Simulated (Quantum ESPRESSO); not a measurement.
AlN:

```
CELL_PARAMETERS angstrom
3.11300 0.00000 0.00000
-1.55650 2.69594 0.00000
0.00000 0.00000 4.98100
ATOMIC_POSITIONS crystal
Al 0.66667 0.33333 0.50000
Al 0.33333 0.66667 0.00000
N 0.66667 0.33333 0.88000
N 0.33333 0.66667 0.38000
```

- Program: Quantum ESPRESSO 7.5
- Task: phonons
- Functional: PBE
- Potentials or basis: PseudoDojo 0.4.1 SR PBE standard
- Cutoff: 1143 eV
- Density cutoff: 4572 eV
- k mesh: 6 × 6 × 4, shifted
- Occupations: fermi-dirac, width 0.05 eV
- Spin: no spin polarisation
- Mixing beta: 0.5
- Most SCF iterations: 120
- SCF threshold: 8e-10 Ry

The cell and the atoms were relaxed first, to 10.63 Å³/atom (a = 3.128 Å, b = 3.128 Å, c = 5.015 Å, α = 90.00°, β = 90.00°, γ = 120.00°), and the response was taken there.

```xyz
4
Lattice="3.1284 0.0000 0.0000 -1.5642 2.7093 0.0000 0.0000 0.0000 5.0145" Properties=species:S:1:pos:R:3 pbc="T T T"
Al    1.5642    0.9031    2.5033
Al    0.0000    1.8062   -0.0040
N     1.5642    0.9031    4.4167
N     0.0000    1.8062    1.9095
```

The first run showed a gap, so the response started from a second, tighter run with fixed occupations.

Where do the zone-centre optical modes lie?

E2 at 238 cm⁻¹ (Raman); B1 at 537 cm⁻¹ (silent); A1 at 601 cm⁻¹ (IR and Raman); E2 at 644 cm⁻¹ (Raman); E1 at 656 cm⁻¹ (IR and Raman); B1 at 710 cm⁻¹ (silent). Polar modes are given without the macroscopic field (transverse values).

Optical modes at Γ, degenerate ones joined, polar ones without the macroscopic field:
```
cm⁻¹  components  symmetry     active in  IR intensity, summed ((D/Å)²/amu)
 238           2        E2         Raman                               0.00
 537           1        B1        silent                               0.00
 601           1        A1  IR and Raman                              35.56
 644           2        E2         Raman                               0.00
 656           2        E1  IR and Raman                              63.08
 710           1        B1        silent                               0.00
```

Zone-centre frequencies without and with the macroscopic field along z (cm⁻¹):
```csv
,optical modes in rising order
without,238 238 537 601 644 644 656 656 710
with the field,238 238 537 644 644 656 656 710 863
```
